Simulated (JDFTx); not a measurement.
Runs of JDFTx 1.7.0 (patched build) on BP. Symmetry: F-43m, No. 216, cubic system. Conventional cell: a = 4.538 Å, b = 4.538 Å, c = 4.538 Å, α = 90.00°, β = 90.00°, γ = 90.00°. Around P (site symmetry -43m) lie 4 B at 1.97 Å. Around B (site symmetry -43m) lie 4 P at 1.97 Å. 

| task | level | potentials or basis | k mesh | cutoff (eV) | symmetries | Q point | cutoff of the response | length of q | further solve for the empty bands | mesh quality | gap on the mesh (eV) | pressure (GPa) | V0 of scaled cells (Å³/atom) | B0 (GPa) |
| --- | --- | --- | --- | --- | --- | --- | --- | --- | --- | --- | --- | --- | --- | --- |
| screening | LDA | PseudoDojo-SR-LDA-0.4.1-standard | 4 × 4 × 4 | 1034 | none | [0, 0, 0.25] | 4 Ha | 0.59954 Å⁻¹ | yes | coarse | 1.29 | -4.6 | - | - |
| equation of state | r2SCAN | SG15-PBE-1.2 | 10 × 10 × 10 | 1088 | - | - | - | - | - | not flagged | - | - | (a) | 166 |
| equation of state | PBEsol | PseudoDojo-SR-PBEsol-0.4.1-standard | 10 × 10 × 10 | 1034 | - | - | - | - | - | not flagged | - | - | 11.55 | 169 |
| equation of state | RPBE | PseudoDojo-SR-PBE-0.5-standard | 10 × 10 × 10 | 1034 | - | - | - | - | - | not flagged | - | - | (c) | 158 |
| equation of state | LDA | PseudoDojo-SR-LDA-0.4.1-standard | 10 × 10 × 10 | 1034 | - | - | - | - | - | not flagged | - | - | 11.29 | 175 |
| single point | PBE | PseudoDojo-SR-PBE-0.5-standard | 5 × 5 × 5 | 1034 | - | - | - | - | yes | coarse | (b) | 1.3 | - | - |

Alike in all rows: no spin polarisation; cell as given; smearing fermi-dirac 0.05 eV.

Estimate the missing entries.

(a) 11.65; (b) 1.24; (c) 11.82.

Caveats: some runs use coarse meshes; the potentials were made for another functional, which shifts forces and pressure (some runs); the empty levels aren't tightly converged (some runs); an odd mesh through Γ misses points on the zone boundary, where band edges often lie (some runs).

A gap of «none» marks a metal or a gap under the smearing width.
